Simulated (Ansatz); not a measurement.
MnS: band structure with r2SCAN

The system is MnS.

```
Mn S
1.0
     0.00000    2.60450    2.60450
     2.60450    0.00000    2.60450
     2.60450    2.60450    0.00000
Mn S
1 1
Direct
  0.00000 0.00000 0.00000
  0.50000 0.50000 0.50000
```

```yaml
Program: Ansatz 0.2.0
Task: band structure
Functional: r2SCAN
Potentials_or_basis: Ansatz PAW
Cutoff: "500 eV (not typed: the program's choice for these potentials)"
k_mesh: 9 × 9 × 9
Occupations: fermi-dirac, width 0.05 eV
Spin: collinear spin, ferromagnetic start
Starting_moments: "[4.0, 0.0] μB"
Path: "[[\"G\", \"X\", \"W\", \"K\", \"G\", \"L\", \"U\", \"W\", \"L\", \"K\"], [\"U\", \"X\"]]"
Points_for_each_segment_of_the_path: 14
```

* Pressure: 0.5 GPa
* Band gap on the k mesh: none (metal or under the smearing width)
* Net moment: 4.98 μB per cell
* Absolute moment: 4.98 μB per cell
* Site moments: Mn +4.45; S +0.18 μB

Levels at the corners of the path, in eV from the Fermi level:
Spin up:
| point | band 10 | band 11 | band 12 | band 13 | band 14 | band 15 | band 16 | band 17 |
| --- | --- | --- | --- | --- | --- | --- | --- | --- |
| Γ | -4.01 | -2.11 | -2.11 | -2.11 | 2.04 | 8.68 | 8.68 | 8.68 |
| X | -3.76 | -3.51 | -3.51 | -2.98 | 0.91 | 5.46 | 10.75 | 12.50 |
| W | -3.33 | -3.33 | -3.17 | -2.57 | 4.18 | 6.95 | 7.36 | 7.36 |
| K | -3.57 | -3.27 | -2.88 | -1.87 | 2.59 | 6.35 | 8.81 | 9.18 |
| Γ | -4.01 | -2.11 | -2.11 | -2.11 | 2.04 | 8.68 | 8.68 | 8.68 |
| L | -3.63 | -3.19 | -0.02 | -0.02 | 3.06 | 5.55 | 5.55 | 8.87 |
| U | -3.57 | -3.27 | -2.88 | -1.87 | 2.59 | 6.35 | 8.81 | 9.18 |
| W | -3.33 | -3.33 | -3.17 | -2.57 | 4.18 | 6.95 | 7.36 | 7.36 |
| L | -3.63 | -3.19 | -0.02 | -0.02 | 3.06 | 5.55 | 5.55 | 8.87 |
| K | -3.57 | -3.27 | -2.88 | -1.87 | 2.59 | 6.35 | 8.81 | 9.18 |
| U | -3.57 | -3.27 | -2.88 | -1.87 | 2.59 | 6.35 | 8.81 | 9.18 |
| X | -3.76 | -3.51 | -3.51 | -2.98 | 0.91 | 5.46 | 10.75 | 12.50 |
Spin down:
```
point  band 5  band 6  band 7  band 8  band 9  band 10  band 11  band 12
    Γ  -14.95   -1.77   -1.77   -1.77    1.06     1.06     1.06     1.08
    X  -13.42   -5.85   -3.38   -3.38   -0.23     1.58     2.39     2.49
    W  -13.33   -4.98   -4.98   -4.31    1.83     1.83     1.95     2.38
    K  -13.37   -5.41   -4.97   -3.49    0.97     2.33     2.34     2.46
    Γ  -14.95   -1.77   -1.77   -1.77    1.06     1.06     1.06     1.08
    L  -13.61   -6.62   -3.42   -3.42    2.21     2.21     2.39     3.82
    U  -13.37   -5.41   -4.97   -3.49    0.97     2.33     2.34     2.46
    W  -13.33   -4.98   -4.98   -4.31    1.83     1.83     1.95     2.38
    L  -13.61   -6.62   -3.42   -3.42    2.21     2.21     2.39     3.82
    K  -13.37   -5.41   -4.97   -3.49    0.97     2.33     2.34     2.46
    U  -13.37   -5.41   -4.97   -3.49    0.97     2.33     2.34     2.46
    X  -13.42   -5.85   -3.38   -3.38   -0.23     1.58     2.39     2.49
```

It took 9.9 s on 2 threads of Arm Neoverse V1 (shared host), peak memory 0.42 GiB.

Caveat: the magnetic or orbital state may not be the lowest; a cell with one magnetic atom can't hold antiferromagnetic order, which such compounds often take; semilocal functionals often make such compounds metallic where correlation or magnetic order opens a gap, which also shifts bond lengths; the PAW data sets come from PBE, with cores solved anew for the run's functional, which leaves a small shift of forces and pressure. With open d or f shells a metallic result of r2SCAN can be an artefact of self-interaction; +U or a hybrid may open a gap.
